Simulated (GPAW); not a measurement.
# ZnO (zincite) (P6_3mc) in GPAW: further runs

Aim: see how the results for ZnO (zincite) move with the level of theory and the settings. Levels: PBE, TPSS. Tasks: single point, relaxation of cell and atoms.

All numbers are computed with GPAW 26.7.0; they aren't measurements. Logs are shortened: lines on timing, memory, paths and dates and some standing lists are left out, and cuts for length are marked. The log counts tension as positive stress, the text compression.

**Experimental background.**

“Electronic structure of alkaline earth and post-transition metal oxides”, 2009, arxiv:0908.1581 quotes, for a bulk crystal of ZnO: band gap 3.37 eV.

The results are compared with them further down.

## 1. Starting point

The structure is hexagonal, space group P6_3mc (No. 186). The conventional cell has a = 3.249 Å, b = 3.249 Å, c = 5.206 Å, α = 90.00°, β = 90.00°, γ = 120.00°. Zn (site symmetry 3m) is surrounded by 4 O at 1.97 to 1.98 Å. Around O (site symmetry 3m) lie 4 Zn at 1.97 to 1.98 Å.

## 2. Single point, PBE

run.py

```python
from ase import Atoms
from ase.dft.bandgap import bandgap
from ase.io import write
from ase.units import GPa
from gpaw import GPAW, PW

atoms = Atoms(['Zn', 'Zn', 'O', 'O'],
              cell=[[3.249308, 0.0, 0.0],
                    [-1.624654, 2.8139832727, 0.0],
                    [0.0, 0.0, 5.205709]],
              scaled_positions=[[0.6666666667, 0.3333333333, 0.0],
                                [0.3333333333, 0.6666666667, 0.5],
                                [0.3333333333, 0.6666666667, 0.87901],
                                [0.6666666667, 0.3333333333, 0.37901]],
              pbc=True)

calc = GPAW(mode=PW(800),
            xc='PBE',
            kpts={'size': (9, 9, 5), 'gamma': True},
            occupations={'name': 'methfessel-paxton', 'order': 0, 'width': 0.012},
            nbands=31,
            convergence={'density': 1e-05, 'energy': 1e-05},
            maxiter=150,
            txt='gpaw.txt')
atoms.calc = calc
energy = atoms.get_potential_energy()
forces = atoms.get_forces()
stress = atoms.get_stress()
calc.write('gs.gpw')
write('result.traj', atoms)
print(f'Energy: {energy:.6f} eV')
print('Forces (eV/A):')
print(forces.round(4))
print('Stress (GPa):', (stress / GPa).round(3))
print('Fermi level:', round(calc.get_fermi_level(), 4), 'eV')
print(f'Gap: {bandgap(calc)[0]:.4f} eV, direct: {bandgap(calc, direct=True)[0]:.4f} eV')
```

Potentials or basis: GPAW PAW data sets (gpaw-data 1.2.1), pw.

Started as:

```console
> OMP_NUM_THREADS=1 python run.py
```

gpaw.txt:

```text
__  _  _
 | _ |_)|_||  |
 |__||  | ||/\| - 26.7.0

Input parameters:
  mode=PW(ecut=800.0),
  convergence={'density': 1e-05, 'energy': 1e-05},
  kpts=MonkhorstPack(size=(9, 9, 5), gamma=True),
  maxiter=150,
  nbands=31,
  occupations=Occupations(name='methfessel-paxton', order=0, width=0.012),
  xc=XC(name='PBE')

Diagonalizing LCAO Hamiltonian
Converting LCAO to pw mode

        O

        Zn

           O

           Zn

Atoms  # Å, Bohr magnetons
|   | symbol |         x |        y |        z |    initial magnetic moments |
|---|--------|-----------|----------|----------|-----------------------------|
| 0 |     Zn |  1.624654 | 0.937994 | 0.000000 | ( 0.0000,  0.0000,  0.0000) |
| 1 |     Zn | -0.000000 | 1.875989 | 2.602854 | ( 0.0000,  0.0000,  0.0000) |
| 2 |      O | -0.000000 | 1.875989 | 4.575870 | ( 0.0000,  0.0000,  0.0000) |
| 3 |      O |  1.624654 | 0.937994 | 1.973016 | ( 0.0000,  0.0000,  0.0000) |

Unit cell  # Å
| periodic |         x |        y |        z |  lengths |     angles |
|----------|-----------|----------|----------|----------|------------|
|      yes |  3.249308 | 0.000000 | 0.000000 | 3.249308 |  90.000000 |
|      yes | -1.624654 | 2.813983 | 0.000000 | 3.249308 |  90.000000 |
|      yes |  0.000000 | 0.000000 | 5.205709 | 5.205709 | 120.000000 |

Number of symmetries: 6
Symmetry operations  # r_c * U_cc + t_c -> r_c
|   | kind |            matrix            |
|---|------|------------------------------|
| 0 |  σ   |  1, 1, 0,  0,-1, 0,  0, 0, 1 |
| 1 |  E   |  1, 0, 0,  0, 1, 0,  0, 0, 1 |
| 2 |  C3  |  0, 1, 0, -1,-1, 0,  0, 0, 1 |
| 3 |  σ   |  0,-1, 0, -1, 0, 0,  0, 0, 1 |
| 4 |  σ   | -1, 0, 0,  1, 1, 0,  0, 0, 1 |
| 5 |  C3  | -1,-1, 0,  1, 0, 0,  0, 0, 1 |

BZ-sampling:
  Number of BZ points: 405
  Number of IBZ points: 50

  Monkhorst-Pack size: [9, 9, 5]
  Monkhorst-Pack shift: [0, 0, 0]

K-points  # in reciprocal-cell coordinates
|     |                                coordinates |     weight |
|-----|--------------------------------------------|------------|
|   0 | (  0.00000000,   0.00000000,   0.00000000) | 0.00246914 |
|   1 | (  0.00000000,   0.00000000,   0.20000000) | 0.00493827 |
|   2 | (  0.00000000,   0.00000000,   0.40000000) | 0.00493827 |
|   3 | (  0.11111111,   0.00000000,  -0.40000000) | 0.01481481 |
|   4 | (  0.11111111,   0.00000000,  -0.20000000) | 0.01481481 |
|   5 | (  0.11111111,   0.00000000,   0.00000000) | 0.01481481 |
|   6 | (  0.11111111,   0.00000000,   0.20000000) | 0.01481481 |
|   7 | (  0.11111111,   0.00000000,   0.40000000) | 0.01481481 |
|   8 | (  0.22222222,  -0.11111111,   0.00000000) | 0.01481481 |
|   9 | (  0.22222222,  -0.11111111,   0.20000000) | 0.02962963 |
| ... |                                            |            |
|  49 | (  0.44444444,   0.44444444,   0.40000000) | 0.02962963 |

Plane wave coefficients: 2471
Cutoff: 800.0 eV

Spin-components: 1 (collinear spins)
Bands:           31
Projectors:      22
Spin-degeneracy: 2
Datatype:        complex128

Parallelization:
  kpt:    1
  domain: 1
  band:   1

Density:
  Valence electrons: 36.0
  Components: 1
  Grid points: [24 24 35]
  Charge: 0.0  # |e|

Potential:
  Grid points: [24 24 35]

species:
  Zn:
    name:    Zinc
    Z:       30.0
    valence: 12
    core:    18
    charge:  0.0  # [|e|]
    compensation charges:
      type: gauss
      rc: 0.37  # [Å]
      lmax: 2
    cutoffs:
      filter: 2.14  # [Å]
      core: 2.28  # [Å]
    projectors
    | kind |    occ | energy [eV] | rcut [Å] |
    |------|--------|-------------|----------|
    |   4s |  2.000 |      -5.977 |    1.286 |
    |   4p |  0.000 |      -1.117 |    1.270 |
    |   3d | 10.000 |     -10.142 |    1.180 |
    |    s |        |      21.234 |    1.286 |
    |    p |        |      26.095 |    1.270 |
    |    d |        |      17.070 |    1.180 |

    Using partial waves for Zn as LCAO basis

  O:
    name:    Oxygen
    Z:       8.0
    valence: 6
    core:    2
    charge:  0.0  # [|e|]
    compensation charges:
      type: gauss
      rc: 0.21  # [Å]
      lmax: 2
    cutoffs:
      filter: 1.17  # [Å]
      core: 0.83  # [Å]
    projectors
    | kind |    occ | energy [eV] | rcut [Å] |
    |------|--------|-------------|----------|
    |   2s |  2.000 |     -23.961 |    0.688 |
    |   2p |  4.000 |      -9.029 |    0.598 |
    |    s |        |       3.251 |    0.688 |
    |    p |        |      18.182 |    0.598 |
    |    d |        |       0.000 |    0.619 |

    Using partial waves for O as LCAO basis

Reference energy: -101804.357908  # eV

eigensolver:
  PPCG
  Converge bands: occupied
  niter=2

density mixing:
  MSR1-Mixer
  Pratt-step length: 0.05
  Maximum mixing coefficient: 0.75
  Old densities: 10
  SVD Regularization: 0.005
  Good broyden scale: 1.0
  Trust region scale: 1.0
  Backstep threshold: 4.0
  History deletion threshold: 6.0
  Fourier metric: weight=20.0, sigma=0.015

occupation numbers:
  Methfessel-Paxton:
    width: 0.0120  # eV
    order: 0

poisson solver:
  ecut: 6400.0  # eV

xc functional:
  name: PBE with 2 nearest neighbor stencil

convergence criteria:
- Maximum integral of absolute [dens]ity change: 1e-05 electrons / valence electron
- Maximum [total energy] change in last 3 cyles: 1e-05 eV / valence electron
- Maximum integral of absolute [eigenst]ate change: 4e-08 eV^2 / valence electron
maximum number of iterations: 150

SCF iterations
|iter     | |      energy | eigst |  dens |
|---------|-|-------------|-------|-------|
|iter:   1| |  -21.607020 | +0.52 |       |
|iter:   2| |  -20.700880 | -1.48 | -0.98 |
|iter:   3| |  -18.484100 | -0.46 | -1.04 |
|iter:   4| |  -18.481906 | -2.99 | -1.62 |
|iter:   5| |  -18.487828 | -2.64 | -1.87 |
|iter:   6| |  -18.487940 | -4.42 | -2.91 |
|iter:   7| |  -18.488073c| -5.12 | -3.27 |
|iter:   8| |  -18.488099c| -5.57 | -3.64 |
|iter:   9| |  -18.488098c| -6.74 | -4.16 |
|iter:  10| |  -18.488098c| -7.96c| -4.78 |
|iter:  11| |  -18.488098c| -7.84c| -5.04c|

Converged in 11 steps
Energy contributions relative to reference atoms: (reference = -101804.357908)

Energy contributions:
  Kinetic:          43.509464
  Coulomb:         -38.235230
  Zero:              0.407505
  External:          0.000000
  Xc:              -24.169837
  Entropy:          -0.000000
  Spinorbit:         0.000000
  ----------------------------
  Free energy:     -18.488098
  Extrapolated:    -18.488098

dipole moment: (0.000002, -0.000001, -8.264196)  # |e|*Ang

Fermi level: 3.965
Eigenvalues  # (at kpt = [0.000, 0.000, 0.000])
| band index |      eig [eV] | occ [0-2] |
|------------|---------------|-----------|
|          0 |       -14.133 |     2.000 |
|        ... |               |           |
|         10 |        -0.367 |     2.000 |
|         11 |        -0.367 |     2.000 |
|         12 |        -0.100 |     2.000 |
|         13 |         3.106 |     2.000 |
|         14 |         3.106 |     2.000 |
|         15 |         3.844 |     2.000 |
|         16 |         3.915 |     2.000 |
|         17 |         3.915 |     2.000 |
|         18 |         4.712 |     0.000 |
|         19 |         9.132 |     0.000 |
|         20 |        12.174 |     0.000 |
|         21 |        16.767 |     0.000 |
|         22 |        16.767 |     0.000 |
|         23 |        18.027 |     0.000 |
|         24 |        18.037 |     0.000 |
|         25 |        18.037 |     0.000 |
|        ... |               |           |
|         30 |        23.812 |     0.000 |

Gap: 0.796 eV
Transition (v -> c):
  (s=0, k=0, n=17, [0.00, 0.00, 0.00]) -> (s=0, k=0, n=18, [0.00, 0.00, 0.00])
No difference between direct/indirect transitions

Forces  # eV/Ang
|        x |        y |        z |
|----------|----------|----------|
| -0.00000 |  0.00000 | -0.07235 |  # Zn   0
|  0.00000 | -0.00000 | -0.07251 |  # Zn   1
| -0.00000 |  0.00000 |  0.07263 |  # O    2
|  0.00000 |  0.00000 |  0.07238 |  # O    3

Stress tensor  # eV/Ang^3
|         x |         y |         z |
|-----------|-----------|-----------|
| -0.028099 |  0.000000 |  0.000000 |
|  0.000000 | -0.028099 | -0.000000 |
|  0.000000 | -0.000000 | -0.038782 |

# Writing to gs.gpw (mode='')
```

It took 80 s on 1 thread of Arm Neoverse V2, shared host; peak memory 0.24 GiB.

Results:

```yaml
Free_energy: -18.4881 eV
Pressure: 5.1 GPa
Largest_force: 0.073 eV/Å
Band_gap_on_the_k_mesh: 0.80 eV, direct
```

Forces on the atoms (eV/Å):
```
Zn   0.000  0.000 -0.072
Zn   0.000  0.000 -0.073
O    0.000  0.000  0.073
O    0.000  0.000  0.072
```

Stress tensor (GPa, compression positive):
```
4.50 0.00 0.00
0.00 4.50 0.00
0.00 0.00 6.21
```

Levels at points of the mesh, in eV from the valence-band top:
```csv
k point,band 16,band 17,band 18,band 19,band 20,band 21
"(0.00, 0.00, 0.00)",-0.07,0.00,0.00,0.80,5.22,8.26
```

[end of part 1 of 2]
